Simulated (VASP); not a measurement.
Set up this calculation in VASP 6.6.1, as the native input.

```
Task                   : single point
Functional             : LDA
Potentials or basis    : VASP PAW LDA potentials, release 64 (Mn_pv, O)
Cutoff                 : 520 eV
k mesh                 : 7 × 7 × 7
Occupations            : gaussian, width 0.05 eV
Spin                   : collinear spin, ferromagnetic start
Starting moments       : [4.0, 0.0] μB
Further INCAR settings : ALGO = Normal; EDIFF = 1e-06; NBANDS = 20
```

The structure of MnO lies in POSCAR:

```
MnO
1.0
    2.9694859100      0.0000000000      0.0000000000
   -1.4847429600      2.5716502300      0.0000000000
    0.0000000000      0.0000000000      2.8980711300
Mn O
1 1
Direct
    0.0000000000      0.0000000000      0.0000000000
    0.6666666667      0.3333333333      0.5000000000
```

Measurements of this composition are mostly on another form, of space group No. 225.

One way to write it, as run:

INCAR

```
PREC = Accurate
ENCUT = 520
EDIFF = 1E-6
ISMEAR = 0
SIGMA = 0.05
LREAL = F
LASPH = T
NELM = 120
ALGO = Normal
ISIF = 2
LWAVE = F
LCHARG = F
ISPIN = 2
MAGMOM = 4 0
LORBIT = 11
LMAXMIX = 4
GGA = CA
NBANDS = 20
```

KPOINTS

```
regular mesh
0
Gamma
  7 7 7
```

Potentials or basis: VASP PAW LDA potentials, release 64 (Mn_pv, O).

Command:

```bash
$ cat potpaw_LDA.64/Mn_pv/POTCAR potpaw_LDA.64/O/POTCAR > POTCAR
$ mpirun -np 1 vasp_std > vasp.out
```

Results of the run:

The pressure is -19.3 GPa. The band gap on the k mesh is none (metal or under the smearing width), the net moment is 4.43 μB per cell and the site moments are Mn +4.01; O +0.17 μB. The valence electrons inside the program's atomic spheres are Mn 11.38; O 4.91.

Caveat: so large a pressure means that the cell lies far from this level's equilibrium, or that cutoff or potentials fall short; a cell with one magnetic atom can't hold antiferromagnetic order, which such compounds often take; semilocal functionals often make such compounds metallic where correlation or magnetic order opens a gap, which also shifts bond lengths.

Run time: 14 s on 1 thread of Intel(R) Xeon(R) 6975P-C (Granite Rapids), on a shared host, peak memory 0.14 GiB.
